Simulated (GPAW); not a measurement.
# Cu (I4/mmm) in GPAW: reference runs

How does Cu come out in PBE? The cell is run as given and disturbed.

Program: GPAW 26.7.0. These are calculated values, not measurements. Logs are shortened: lines on timing, memory, paths and dates and some standing lists are left out, and cuts for length are marked. The log counts tension as positive stress, the text compression.

## (1) The structure

The structure is tetragonal, space group I4/mmm (No. 139). Conventional cell: a = 2.886 Å, b = 2.886 Å, c = 2.752 Å, α = 90.00°, β = 90.00°, γ = 90.00°. Around Cu (site symmetry 4/mmm) lie 10 Cu at 2.46 to 2.75 Å.

This isn't the form of Cu at room conditions, which is fcc.

## (2) Single point, PBE

The input, run.py:

```python
from ase import Atoms
from ase.dft.bandgap import bandgap
from ase.io import write
from ase.units import Bohr, GPa
from gpaw import GPAW, PW
from gpaw.elf import elf_from_dft_calculation

atoms = Atoms(['Cu'],
              cell=[[-1.44279332, 1.44279332, 1.37608145],
                    [1.44279332, -1.44279332, 1.37608145],
                    [1.44279332, 1.44279332, -1.37608145]],
              scaled_positions=[[0.0, 0.0, 0.0]],
              pbc=True)

calc = GPAW(mode=PW(600),
            xc='PBE',
            kpts={'size': (13, 13, 13), 'gamma': True},
            occupations={'name': 'fermi-dirac', 'width': 0.05},
            nbands=14,
            convergence={'density': 1e-05, 'energy': 1e-05},
            maxiter=150,
            txt='gpaw.txt')
atoms.calc = calc
energy = atoms.get_potential_energy()
forces = atoms.get_forces()
stress = atoms.get_stress()
calc.write('gs.gpw')
write('result.traj', atoms)
print(f'Energy: {energy:.6f} eV')
print('Forces (eV/A):')
print(forces.round(4))
print('Stress (GPa):', (stress / GPa).round(3))
print('Fermi level:', round(calc.get_fermi_level(), 4), 'eV')
print(f'Gap: {bandgap(calc)[0]:.4f} eV, direct: {bandgap(calc, direct=True)[0]:.4f} eV')

# fields on the real-space grid
write('density.cube', atoms, data=calc.get_pseudo_density() * Bohr**3)
write('potential.cube', atoms, data=calc.get_electrostatic_potential())
write('elf.cube', atoms, data=elf_from_dft_calculation(calc).data)
```

Potentials or basis: GPAW PAW data sets (gpaw-data 1.2.1), pw.

Launch:

```bash
> OMP_NUM_THREADS=1 python run.py
```

gpaw.txt:

```text
__  _  _
 | _ |_)|_||  |
 |__||  | ||/\| - 26.7.0

Input parameters:
  mode=PW(ecut=600.0),
  convergence={'density': 1e-05, 'energy': 1e-05},
  kpts=MonkhorstPack(size=(13, 13, 13), gamma=True),
  maxiter=150,
  nbands=14,
  occupations=Occupations(name='fermi-dirac', width=0.05),
  xc=XC(name='PBE')

Diagonalizing LCAO Hamiltonian
Converting LCAO to pw mode

       Cu

Atoms  # Å, Bohr magnetons
|   | symbol |        x |        y |        z |    initial magnetic moments |
|---|--------|----------|----------|----------|-----------------------------|
| 0 |     Cu | 0.000000 | 0.000000 | 0.000000 | ( 0.0000,  0.0000,  0.0000) |

Unit cell  # Å
| periodic |         x |         y |         z |  lengths |     angles |
|----------|-----------|-----------|-----------|----------|------------|
|      yes | -1.442793 |  1.442793 |  1.376081 | 2.461078 | 108.218096 |
|      yes |  1.442793 | -1.442793 |  1.376081 | 2.461078 | 108.218096 |
|      yes |  1.442793 |  1.442793 | -1.376081 | 2.461078 | 112.007635 |

Number of symmetries: 16
Symmetry operations  # r_c * U_cc + t_c -> r_c
|    | kind |            matrix            |
|----|------|------------------------------|
|  0 |  σ   |  1, 1, 1,  0, 0,-1,  0,-1, 0 |
|  1 |  C4  |  1, 1, 1,  0, 0,-1, -1, 0, 0 |
|  2 |  E   |  1, 0, 0,  0, 1, 0,  0, 0, 1 |
|  3 |  σ   |  1, 0, 0,  0, 1, 0, -1,-1,-1 |
|  4 |  σ   |  0, 1, 0,  1, 0, 0,  0, 0, 1 |
|  5 |  C2  |  0, 1, 0,  1, 0, 0, -1,-1,-1 |
|  6 |  C2  |  0, 0, 1, -1,-1,-1,  1, 0, 0 |
|  7 |  S4  |  0, 0, 1, -1,-1,-1,  0, 1, 0 |
|  8 |  C4  |  0, 0,-1,  1, 1, 1,  0,-1, 0 |
|  9 |  σ   |  0, 0,-1,  1, 1, 1, -1, 0, 0 |
| 10 |  σ   |  0,-1, 0, -1, 0, 0,  1, 1, 1 |
| 11 |  C2  |  0,-1, 0, -1, 0, 0,  0, 0,-1 |
| 12 |  C2  | -1, 0, 0,  0,-1, 0,  1, 1, 1 |
| 13 |  i   | -1, 0, 0,  0,-1, 0,  0, 0,-1 |
| 14 |  S4  | -1,-1,-1,  0, 0, 1,  1, 0, 0 |
| 15 |  C2  | -1,-1,-1,  0, 0, 1,  0, 1, 0 |

BZ-sampling:
  Number of BZ points: 2197
  Number of IBZ points: 196

  Monkhorst-Pack size: [13, 13, 13]
  Monkhorst-Pack shift: [0, 0, 0]

K-points  # in reciprocal-cell coordinates
|     |                                coordinates |     weight |
|-----|--------------------------------------------|------------|
|   0 | (  0.00000000,   0.00000000,   0.00000000) | 0.00045517 |
|   1 | (  0.07692308,  -0.07692308,   0.00000000) | 0.00182066 |
|   2 | (  0.07692308,  -0.07692308,   0.07692308) | 0.00182066 |
|   3 | (  0.07692308,   0.00000000,   0.00000000) | 0.00364133 |
|   4 | (  0.07692308,   0.07692308,  -0.07692308) | 0.00091033 |
|   5 | (  0.15384615,  -0.15384615,   0.00000000) | 0.00182066 |
|   6 | (  0.15384615,  -0.15384615,   0.07692308) | 0.00364133 |
|   7 | (  0.15384615,  -0.15384615,   0.15384615) | 0.00182066 |
|   8 | (  0.15384615,  -0.07692308,   0.00000000) | 0.00728266 |
|   9 | (  0.15384615,  -0.07692308,   0.07692308) | 0.00364133 |
| ... |                                            |            |
| 195 | (  0.46153846,   0.46153846,   0.46153846) | 0.00364133 |

Plane wave coefficients: 400
Cutoff: 600.0 eV

Spin-components: 1 (collinear spins)
Bands:           14
Projectors:      6
Spin-degeneracy: 2
Datatype:        complex128

Density:
  Valence electrons: 11.0
  Components: 1
  Grid points: [14 14 14]
  Charge: 0.0  # |e|

Potential:
  Grid points: [14 14 14]

species:
  Cu:
    name:    Copper
    Z:       29.0
    valence: 11
    core:    18
    charge:  0.0  # [|e|]
    compensation charges:
      type: gauss
      rc: 0.33  # [Å]
      lmax: 2
    cutoffs:
      filter: 2.06  # [Å]
      core: 2.43  # [Å]
    projectors
    | kind |    occ | energy [eV] | rcut [Å] |
    |------|--------|-------------|----------|
    |   4s |  1.000 |      -4.609 |    1.164 |
    |   4p |  0.000 |      -0.698 |    1.164 |
    |   3d | 10.000 |      -5.039 |    1.058 |
    |    s |        |      22.603 |    1.164 |
    |    p |        |      26.513 |    1.164 |
    |    d |        |      22.172 |    1.058 |

    Using partial waves for Cu as LCAO basis

Reference energy: -45021.451841  # eV

eigensolver:
  PPCG
  Converge bands: occupied
  niter=2

density mixing:
  MSR1-Mixer
  Pratt-step length: 0.05
  Maximum mixing coefficient: 0.75
  Old densities: 10
  SVD Regularization: 0.005
  Good broyden scale: 1.0
  Trust region scale: 1.0
  Backstep threshold: 4.0
  History deletion threshold: 6.0
  Fourier metric: weight=20.0, sigma=0.015

occupation numbers:
  Fermi-Dirac:
    width: 0.0500  # eV

poisson solver:
  ecut: 4800.0  # eV

xc functional:
[... 9 lines left out ...]
|iter     | |      energy | eigst |  dens |
|---------|-|-------------|-------|-------|
|iter:   1| |   -4.581080 | -0.44 |       |
|iter:   2| |   -4.220856 | -3.03 | -0.90 |
|iter:   3| |   -3.643360 | -1.93 | -1.00 |
|iter:   4| |   -3.633064 | -4.01 | -1.82 |
|iter:   5| |   -3.625756 | -3.49 | -1.96 |
|iter:   6| |   -3.625764 | -6.49 | -3.50 |
|iter:   7| |   -3.625763c| -6.06 | -3.52 |
|iter:   8| |   -3.625763c| -7.52c| -4.73 |
|iter:   9| |   -3.625763c| -8.45c| -5.34c|

Converged in 9 steps
Energy contributions relative to reference atoms: (reference = -45021.451841)

Energy contributions:
  Kinetic:         -10.514760
  Coulomb:           8.199304
  Zero:              0.053696
  External:          0.000000
  Xc:               -1.362709
  Entropy:          -0.002587
  Spinorbit:         0.000000
  ----------------------------
  Free energy:      -3.627056
  Extrapolated:     -3.625763

dipole moment: (-3.146109, -3.146109, -3.000639)  # |e|*Ang

Fermi level: 8.400
Eigenvalues  # (at kpt = [0.000, 0.000, 0.000])
| band index |      eig [eV] | occ [0-2] |
|------------|---------------|-----------|
|          0 |        -1.159 |     2.000 |
|          1 |         5.140 |     2.000 |
|          2 |         5.334 |     2.000 |
|          3 |         5.334 |     2.000 |
|          4 |         6.198 |     2.000 |
|          5 |         6.405 |     2.000 |
|          6 |        33.735 |     0.000 |
|          7 |        33.735 |     0.000 |
|          8 |        35.016 |     0.000 |
|          9 |        37.336 |     0.000 |
|         10 |        37.454 |     0.000 |
|         11 |        37.454 |     0.000 |
|         12 |        37.666 |     0.000 |
|         13 |        38.354 |     0.000 |

No gap
No difference between direct/indirect transitions

Forces  # eV/Ang
|       x |       y |       z |
|---------|---------|---------|
| 0.00000 | 0.00000 | 0.00000 |  # Cu   0

Stress tensor  # eV/Ang^3
|         x |         y |         z |
|-----------|-----------|-----------|
| -0.055418 |  0.000000 |  0.000000 |
|  0.000000 | -0.055418 | -0.000000 |
|  0.000000 | -0.000000 | -0.055594 |

# Writing to gs.gpw (mode='')
```

Wall time 11 s (1 thread of Intel Xeon 6975P-C (Granite Rapids), shared host); peak memory 0.15 GiB.

What came out:

```
Free energy            : -3.6271 eV
Pressure               : 8.9 GPa
Band gap on the k mesh : none (metal or under the smearing width)
```

Levels at points of the mesh, in eV from the Fermi level:
| k point | band 2 | band 3 | band 4 | band 5 | band 6 | band 7 | band 8 | band 9 | band 10 |
| --- | --- | --- | --- | --- | --- | --- | --- | --- | --- |
| (0.00, 0.00, 0.00) | -3.26 | -3.07 | -3.07 | -2.20 | -2.00 | 25.34 | 25.34 | 26.62 | 28.94 |

Caveat: with this Cu data set, volumes or pressures lay over 1.5 % or 2 GPa off other programs in two to four cells of ten.

## (3) Single point, PBE (cell strained at random at fixed volume)

The input, run.py:

```python
from ase.dft.bandgap import bandgap
from ase.io import read, write
from ase.units import GPa
from gpaw import GPAW, PW

atoms = read('POSCAR')

calc = GPAW(mode=PW(600),
            xc='PBE',
            kpts={'size': (13, 13, 13), 'gamma': True},
            occupations={'name': 'fermi-dirac', 'width': 0.05},
            nbands=14,
            convergence={'density': 1e-05, 'energy': 1e-05},
            maxiter=150,
            txt='gpaw.txt')
atoms.calc = calc
energy = atoms.get_potential_energy()
forces = atoms.get_forces()
stress = atoms.get_stress()
calc.write('gs.gpw')
write('result.traj', atoms)
print(f'Energy: {energy:.6f} eV')
print('Forces (eV/A):')
print(forces.round(4))
print('Stress (GPa):', (stress / GPa).round(3))
print('Fermi level:', round(calc.get_fermi_level(), 4), 'eV')
print(f'Gap: {bandgap(calc)[0]:.4f} eV, direct: {bandgap(calc, direct=True)[0]:.4f} eV')
```

The input, POSCAR:

```
Cu
1.0
   -1.4107970000      1.4416160000      1.3667370000
    1.3919440000     -1.4545510000      1.3605320000
    1.4609790000      1.5047330000     -1.3802990000
Cu
1
Direct
    0.0187920000      0.0028610000      0.0143870000
```

Potentials or basis: GPAW PAW data sets (gpaw-data 1.2.1), pw.

Launch:

```bash
> OMP_NUM_THREADS=1 python run.py
```

Run time: 58 s. Hardware: 1 thread of Intel Xeon 6975P-C (Granite Rapids), shared host; peak memory 0.3 GiB.

The run converged. Its results:

* Free energy: -3.6217 eV
* Pressure: 9.2 GPa
* Band gap on the k mesh: none (metal or under the smearing width)

Stress tensor (GPa, compression positive):
```
 7.95 -4.68  1.43
-4.68 10.26  0.94
 1.43  0.94  9.53
```

Levels at points of the mesh, in eV from the Fermi level:
```tsv
k point	band 3	band 4	band 5	band 6	band 7	band 8	band 9	band 10
(0.00, 0.00, 0.00)	-3.16	-2.91	-2.24	-1.96	24.21	25.85	26.81	27.95
```

Caveat: with this Cu data set, volumes or pressures lay over 1.5 % or 2 GPa off other programs in two to four cells of ten.
